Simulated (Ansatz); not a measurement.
Take a crystal in which Rb has been replaced by Li on all its sites, with the cell rescaled by a rough guess (in some cases also distorted within its space group) and nothing relaxed:

```cif
data_structure
_symmetry_space_group_name_H-M 'P 1'
_symmetry_Int_Tables_number 1
_cell_length_a 3.7916
_cell_length_b 3.7916
_cell_length_c 3.7916
_cell_angle_alpha 60.000
_cell_angle_beta 60.000
_cell_angle_gamma 60.000
_cell_volume 38.54
loop_
_atom_site_label
_atom_site_type_symbol
_atom_site_fract_x
_atom_site_fract_y
_atom_site_fract_z
_atom_site_occupancy
Li1 Li 0.00000 0.00000 0.00000 1
```

All numbers below come from Ansatz 0.2.0, DFT PBEsol, scalar-relativistic, plane waves, PAW.

Plane waves to 420 eV, a k mesh through Γ of 14×14×14 on the computed 1-atom cell and Gaussian smearing (0.10 eV); no spin polarisation.

Will this cell want to expand or contract, and how hard?

The pressure is -3.0 GPa (positive in compression), so the cell would contract.

Is it a metal on this mesh?

Yes, a band crosses the Fermi level.

This fcc form isn't the element's structure at ambient conditions.